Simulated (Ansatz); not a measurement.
Set up this calculation in Ansatz 0.2.0, as the native input.

```yaml
Task: relaxation of cell and atoms
Functional: RPBE
Dispersion: D3(BJ)
Potentials_or_basis: Ansatz PAW
Cutoff: "420 eV (not typed: the program's choice for these potentials)"
k_mesh: 8 × 8 × 8
Occupations: fermi-dirac, width 0.05 eV
Spin: no spin polarisation
```

BeTe:

```
Te Be
1.0
     0.00000    2.77000    2.77000
     2.77000    0.00000    2.77000
     2.77000    2.77000    0.00000
Te Be
1 1
Direct
  0.75000 0.75000 0.75000
  0.00000 0.00000 0.00000
```

These files were run (other wordings do the same):

input.yaml

```yaml
crystal:
  lattice:
    - [0.0, 2.77, 2.77]
    - [2.77, 0.0, 2.77]
    - [2.77, 2.77, 0.0]
  atoms:
    - { symbol: Te, position: [0.75, 0.75, 0.75] }
    - { symbol: Be, position: [0.0, 0.0, 0.0] }
hamiltonian:
  xc: rpbe
  pseudopotentials: { kind: paw }
  dispersion: d3bj
kpoints:
  mp_grid: { grid: [8, 8, 8] }
scf:
  occupations: { method: fermi_dirac, width: 0.05 }
output:
  forces: true
  stress: true
relax:
  f_tol: 0.01
  max_steps: 40
  cell: { stress_tol: 0.05 }
```

Potentials or basis: Ansatz PAW.

The run is started by

```sh
$ ansatz run input.yaml --threads 2 --pin off --max-ram 5632MiB --backend cpu --events-out ev --progress --plain --runs-dir out
```

Results of the run:

* Relaxed volume: 18.81 Å³/atom
* Relaxed cell: a = 3.761 Å, b = 3.761 Å, c = 3.761 Å, α = 60.00°, β = 60.00°, γ = 60.00°
* Space group after relaxing (to 0.05 Å): F-43m (No. 216)
* Energy gained by relaxing: 61.3 meV/atom
* Ionic steps: 5
* Pressure after relaxing: 0.0 GPa
* Band gap on the k mesh: 1.58 eV

Caveat: the plane-wave basis is chosen anew once the cell has moved, so the energies of steps on either side of that aren't comparable; spin-orbit coupling is left out, which moves the levels of the heavy elements; the volume moved by -12 % from the deposited cell, more than functionals usually miss; the PAW data sets come from PBE, with cores solved anew for the run's functional, which leaves a small shift of forces and pressure.

It took 10 s on 2 threads of Intel(R) Xeon(R) Processor @ 2.50GHz (Skylake/Cascade Lake) (shared host), peak memory 0.35 GiB.
